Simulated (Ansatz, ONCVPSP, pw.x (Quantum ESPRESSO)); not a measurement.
**pw.x on fcc Hf: one setting changed**

Potential: optimised norm-conserving Vanderbilt (ONCV), ONCVPSP 4.0.1, PBE; core [Kr] 4d10 4f14, reference 5s2 5p6 5d2 6s2; waves: 5s+6s: rc 2.00 bohr, ncon 4, nbas 8, qcut 5.3 1/bohr, 2 projectors; 5p: rc 1.55 bohr, ncon 3, nbas 6, qcut 7.1 1/bohr, 2 projectors, debl 3.1 Ha; 5d: rc 1.84 bohr, ncon 3, nbas 6, qcut 4.9 1/bohr, 1 projector; local part: polynomial inside 1.35 bohr (lpopt 5, dvloc0 0 Ha); core correction: Teter function, fcfact 3.75, rcfact 1.8.

The reference run (k-mesh 13³, cutoffs 55/220 Ry, Fermi–Dirac 0.01 Ry, mixing_beta 0.4, conv_thr 1e-9, no spin) gives -1.18 GPa at 22.681 Å³/atom, where all-electron LAPW gives -0.23 GPa. This run, with its own iteration cap, changes nosym to true.

```
&control
  calculation='scf', prefix='x', pseudo_dir='./', outdir='./tmp', tstress=.true., disk_io='none'
/
&system
  ibrav=0, nat=1, ntyp=1, ecutwfc=55, ecutrho=220, nbnd=14,
  occupations='smearing', smearing='fd', degauss=0.01, nosym=.true.
/
&electrons
  conv_thr=1e-09, mixing_beta=0.4, electron_maxstep=50
/
ATOMIC_SPECIES
Hf 1.0 Hf.UPF
CELL_PARAMETERS angstrom
  0.00000000 2.24669474 2.24669474
  2.24669474 0.00000000 2.24669474
  2.24669474 2.24669474 0.00000000
ATOMIC_POSITIONS crystal
Hf 0.0000 0.0000 0.0000
K_POINTS automatic
13 13 13 0 0 0
```

```bash
pw.x < Hf.scf.in > Hf.scf.out
```

Question: How does the run end?

Answer: It converges in 7 iterations; the free energy moves by +0.0 meV/atom and the pressure by +0.00 GPa. The result is that of the reference run.

```
lattice parameter (alat)  =       6.0042  a.u.
     unit-cell volume          =     153.0590 (a.u.)^3
     number of electrons       =        12.00
     number of Kohn-Sham states=           14
     kinetic-energy cutoff     =      55.0000  Ry
     charge density cutoff     =     220.0000  Ry
     scf convergence threshold =      1.0E-09
     Exchange-correlation= PBE
     number of k points=  1099  Fermi-Dirac smearing, width (Ry)=  0.0100
     iteration #  1     ecut=    55.00 Ry     beta= 0.40
     total energy              =    -118.14532210 Ry
     estimated scf accuracy    <       0.01795286 Ry
     iteration #  2     ecut=    55.00 Ry     beta= 0.40
     total energy              =    -118.14500182 Ry
     estimated scf accuracy    <       0.00357795 Ry
     iteration #  3     ecut=    55.00 Ry     beta= 0.40
     total energy              =    -118.14540110 Ry
     estimated scf accuracy    <       0.00015962 Ry
     iteration #  4     ecut=    55.00 Ry     beta= 0.40
     total energy              =    -118.14541142 Ry
     estimated scf accuracy    <       0.00000230 Ry
     iteration #  5     ecut=    55.00 Ry     beta= 0.40
     total energy              =    -118.14541213 Ry
     estimated scf accuracy    <       0.00000014 Ry
     iteration #  6     ecut=    55.00 Ry     beta= 0.40
     total energy              =    -118.14541215 Ry
     estimated scf accuracy    <          1.9E-09 Ry
     iteration #  7     ecut=    55.00 Ry     beta= 0.40
     the Fermi energy is    14.1418 ev
!    total energy              =    -118.14541215 Ry
     estimated scf accuracy    <          4.1E-10 Ry
     smearing contrib. (-TS)   =      -0.00666412 Ry
     The total energy is F=E-TS. E is the sum of the following terms:
     one-electron contribution =     -20.13567071 Ry
     hartree contribution      =      14.61872303 Ry
     xc contribution           =     -34.86903630 Ry
     ewald contribution        =     -77.75276406 Ry
     convergence has been achieved in   7 iterations
          total   stress  (Ry/bohr**3)                   (kbar)     P=      -11.82
     Message from routine punch:
     Nothing written, as per user request (disk_io='none')
```

The run took about 91 s on one core of a shared host (Intel(R) Xeon(R) 6975P-C, 192 threads, 378 GiB, load 31).
